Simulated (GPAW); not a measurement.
# free-standing square V monolayer, spacing 2.841 A: cost and accuracy of all numerical settings together, part 2 of 2

Wanted: the cheapest choice of all numerical settings together that holds the magnetic results of free-standing square V monolayer, spacing 2.841 A.

GPAW 26.7.0; PBE; plane waves with GPAW's PAW setups, scalar-relativistic.

So far, largest spin moment in the augmentation sphere (μB): step 2 (rung 1 (280 eV, mesh 4×4×1), start ferro +) 2.44; step 3 (rung 1 (280 eV, mesh 4×2×1), start antiferro q=(0,1/2,0) +-) 2.61; step 4 (rung 2 (380 eV, mesh 6×6×1), start ferro +) 2.49; step 5 (rung 2 (380 eV, mesh 6×3×1), start antiferro q=(0,1/2,0) +-) 2.60; step 6 (rung 3 (500 eV, mesh 8×8×1), start ferro +) 2.41.

## (7) Rung 3 (500 eV, mesh 8×4×1), start antiferro q=(0,1/2,0) +-

order2.py

```python
import json
import numpy as np
from ase import Atoms
from ase.parallel import paropen, parprint
from gpaw import GPAW

atoms = Atoms(['V', 'V'],
    cell=[[2.841, 0.0, 0.0],
         [0.0, 5.682, 0.0],
         [0.0, 0.0, 14.0]],
    scaled_positions=[[0.0, 0.0, 0.5],
         [0.0, 0.5, 0.5]],
    pbc=True,
    magmoms=[1.5, -1.5])
atoms.calc = GPAW(mode={'name': 'pw', 'ecut': 500},
    xc='PBE',
    kpts={'size': (8, 4, 1), 'gamma': True},
    occupations={'name': 'marzari-vanderbilt', 'width': 0.1},
    convergence={'density': 1e-05, 'energy': 1e-05},
    maxiter=200,
    symmetry={'tolerance': 1e-4},
    txt='order2.txt')
e = atoms.get_potential_energy(force_consistent=True)
res = {'free_energy': e, 'energy_sigma0': atoms.get_potential_energy(), 'fermi_energy': atoms.calc.get_fermi_level()}
res['moments'] = atoms.get_magnetic_moments().tolist()
res['total'] = atoms.get_magnetic_moment()
parprint('site moments (muB):', np.round(res['moments'], 3))
parprint(f"total moment: {res['total']:.3f} muB")
parprint(f'free energy: {e:.6f} eV')
atoms.calc.write('order2.gpw')
with paropen('results.json', 'w') as f:
    json.dump(res, f)
```

Launch:

```bash
$ OMP_NUM_THREADS=1 python3 order2.py > order2.log
```

Numbers of over 12 decimals in the logs are rounded to 6 here.

The program printed:

```text
site moments (muB): [ 2.563 -2.563]
total moment: 0.000 muB
free energy: -11.352080 eV

--- order2.txt ---
Input parameters:
  mode=PW(ecut=500),
  convergence={'density': 1e-05, 'energy': 1e-05},
  kpts=MonkhorstPack(size=(8, 4, 1), gamma=True),
  maxiter=200,
  occupations=Occupations(name='marzari-vanderbilt', width=0.1),
  symmetry=Symmetry(tolerance=0.0001),
  xc=XC(name='PBE')

Diagonalizing LCAO Hamiltonian
[...]
|          6 |       -38.273 |     1.000 |       -38.273 |     1.000 |
|          7 |       -38.176 |     1.000 |       -38.176 |     1.000 |
[...]
|         16 |        -1.179 |     0.000 |        -1.179 |     0.000 |
|         17 |        -0.449 |     0.000 |        -0.449 |     0.000 |
|         18 |         0.349 |     0.000 |         0.349 |     0.000 |
|         19 |         0.837 |     0.000 |         0.837 |     0.000 |

No gap
No difference between direct/indirect transitions


[key lines of the parts left out:]
Free energy:     -11.352080
Converged in 17 steps
dipole moment: (-13.406803, -13.406803, 0.000000)  # |e|*Ang
Fermi level: -2.281
```

Elapsed: 42 s, on 1 MPI rank of Intel Xeon 6975P-C (Granite Rapids), shared host; peak memory 0.28 GiB.

Read from the output:

- magnetization: 0 μB
- final state: antiferromagnetic
- largest moment: 2.563 μB

This start lies -41.4 meV a seeded atom from the first, a change of +45.1 meV since rung 2; its largest moment is 2.56 μB.

## (8) Rung 4 (700 eV, mesh 12×12×1), start ferro +

order1.py

```python
import json
import numpy as np
from ase import Atoms
from ase.parallel import paropen, parprint
from gpaw import GPAW

atoms = Atoms(['V'],
    cell=[[2.841, 0.0, 0.0],
         [0.0, 2.841, 0.0],
         [0.0, 0.0, 14.0]],
    scaled_positions=[[0.0, 0.0, 0.5]],
    pbc=True,
    magmoms=[1.5])
atoms.calc = GPAW(mode={'name': 'pw', 'ecut': 700},
    xc='PBE',
    kpts={'size': (12, 12, 1), 'gamma': True},
    occupations={'name': 'marzari-vanderbilt', 'width': 0.05},
    convergence={'density': 1e-05, 'energy': 1e-05},
    maxiter=200,
    symmetry={'tolerance': 1e-4},
    txt='order1.txt')
e = atoms.get_potential_energy(force_consistent=True)
res = {'free_energy': e, 'energy_sigma0': atoms.get_potential_energy(), 'fermi_energy': atoms.calc.get_fermi_level()}
res['moments'] = atoms.get_magnetic_moments().tolist()
res['total'] = atoms.get_magnetic_moment()
parprint('site moments (muB):', np.round(res['moments'], 3))
parprint(f"total moment: {res['total']:.3f} muB")
parprint(f'free energy: {e:.6f} eV')
atoms.calc.write('order1.gpw')
with paropen('results.json', 'w') as f:
    json.dump(res, f)
```

Launch:

```bash
$ OMP_NUM_THREADS=1 python3 order1.py > order1.log
```

The program printed:

```text
site moments (muB): [2.39]
total moment: 3.142 muB
free energy: -5.612804 eV

--- order1.txt ---
Input parameters:
  mode=PW(ecut=700),
  convergence={'density': 1e-05, 'energy': 1e-05},
  kpts=MonkhorstPack(size=(12, 12, 1), gamma=True),
  maxiter=200,
  occupations=Occupations(name='marzari-vanderbilt', width=0.05),
  symmetry=Symmetry(tolerance=0.0001),
  xc=XC(name='PBE')

Diagonalizing LCAO Hamiltonian
[...]
|          3 |       -41.153 |     1.000 |       -38.584 |     1.000 |
|          4 |        -6.660 |     1.000 |        -5.516 |     1.000 |
[...]
|          9 |        -1.850 |     0.000 |         0.538 |     0.000 |
|         10 |        -1.030 |     0.000 |         0.538 |     0.000 |
|         11 |         1.333 |     0.000 |         1.810 |     0.000 |
|         12 |         2.322 |     0.000 |         2.839 |     0.000 |

No gap
No difference between direct/indirect transitions


[key lines of the parts left out:]
Free energy:      -5.612804
Converged in 15 steps
dipole moment: (-6.727692, -6.727692, 0.000000)  # |e|*Ang
Fermi level: -2.384
```

Run time: 37 s. Hardware: 1 MPI rank; peak memory 0.28 GiB.

Read from the output:

```
magnetization  : 3.142 μB
final state    : ferromagnetic
largest moment : 2.390 μB
```

The largest moment moves by -0.02 μB from rung 3, at 3.2 times its CPU time.

## (9) Rung 4 (700 eV, mesh 12×6×1), start antiferro q=(0,1/2,0) +-

order2.py is the script of step 7 with these lines changed:

```diff
@@ -14,6 +14,6 @@
     magmoms=[1.5, -1.5])
-atoms.calc = GPAW(mode={'name': 'pw', 'ecut': 500},
+atoms.calc = GPAW(mode={'name': 'pw', 'ecut': 700},
     xc='PBE',
-    kpts={'size': (8, 4, 1), 'gamma': True},
-    occupations={'name': 'marzari-vanderbilt', 'width': 0.1},
+    kpts={'size': (12, 6, 1), 'gamma': True},
+    occupations={'name': 'marzari-vanderbilt', 'width': 0.05},
     convergence={'density': 1e-05, 'energy': 1e-05},
```

Launch:

```bash
$ OMP_NUM_THREADS=1 python3 order2.py > order2.log
```

The program printed:

```text
site moments (muB): [ 2.595 -2.595]
total moment: 0.000 muB
free energy: -11.403382 eV

--- order2.txt ---
Input parameters:
  mode=PW(ecut=700),
  convergence={'density': 1e-05, 'energy': 1e-05},
  kpts=MonkhorstPack(size=(12, 6, 1), gamma=True),
  maxiter=200,
  occupations=Occupations(name='marzari-vanderbilt', width=0.05),
  symmetry=Symmetry(tolerance=0.0001),
  xc=XC(name='PBE')

Diagonalizing LCAO Hamiltonian
[...]
|          6 |       -38.262 |     1.000 |       -38.262 |     1.000 |
|          7 |       -38.146 |     1.000 |       -38.146 |     1.000 |
[...]
|         16 |        -1.176 |     0.000 |        -1.176 |     0.000 |
|         17 |        -0.465 |     0.000 |        -0.465 |     0.000 |
|         18 |         0.362 |     0.000 |         0.362 |     0.000 |
|         19 |         0.923 |     0.000 |         0.923 |     0.000 |

No gap
No difference between direct/indirect transitions


[key lines of the parts left out:]
Free energy:     -11.403382
Converged in 18 steps
dipole moment: (-13.399509, -13.399507, 0.000000)  # |e|*Ang
Fermi level: -2.291
```

It took 2.4 min on 1 MPI rank; peak memory 0.5 GiB.

This step gave:

```yaml
magnetization: 0 μB
final_state: antiferromagnetic
largest_moment: 2.595 μB
```

This start lies -88.9 meV a seeded atom from the first, a change of -47.5 meV since rung 3; its largest moment is 2.59 μB.

## (10) The rungs together

Ladder, by row:

| rung | cutoff (eV) | mesh | smearing (eV) | state from the first start | state from the second start | second less first (meV a seeded atom) | moment, first (μB) | moment, second (μB) | CPU time (s) |
| --- | --- | --- | --- | --- | --- | --- | --- | --- | --- |
| 1 | 280 | 4x4x1 | 0.2 | ferromagnetic | antiferromagnetic | -116.4 | 2.437 | 2.607 | 13.87 |
| 2 | 380 | 6x6x1 | 0.15 | ferromagnetic | antiferromagnetic | -86.45 | 2.49 | 2.599 | 33.21 |
| 3 | 500 | 8x8x1 | 0.1 | ferromagnetic | antiferromagnetic | -41.36 | 2.414 | 2.563 | 53.4 |
| 4 | 700 | 12x12x1 | 0.05 | ferromagnetic | antiferromagnetic | -88.89 | 2.39 | 2.595 | 180.1 |

## (11) What came out

```json
{
 "range of the moment in the table, second start": "2.56 to 2.61 μB",
 "range of CPU time": "14 s to 3 min",
 "range of the energy difference": "-116 to -41.4 meV a seeded atom"
}
```

In words: Only the last rung can serve as the reference, and the rung before it is still 48 meV away, so convergence is not shown. The second start ends lower on every rung of the table; whether functional and cell give the true order is another question. The largest step comes last, so convergence is not shown. The smearing is not Fermi–Dirac, so its width is no temperature.

[Logs and program files are shortened in this print: banners, set-up blocks, solver, clock and traceback lines can be left out without a mark of their own.]

[Logs are printed without paths, hosts, clocks, repeated set-up lines and the standing remarks that a program may print on its own settings, such as how far it seeks lower states.]

[Hosts, paths, dates, database ids (printed as entryN), source tags and the programs' standing remarks are cut or masked in the printed files.]

[Where a cell is said to come from a database of computed structures, the database is the Materials Project.]
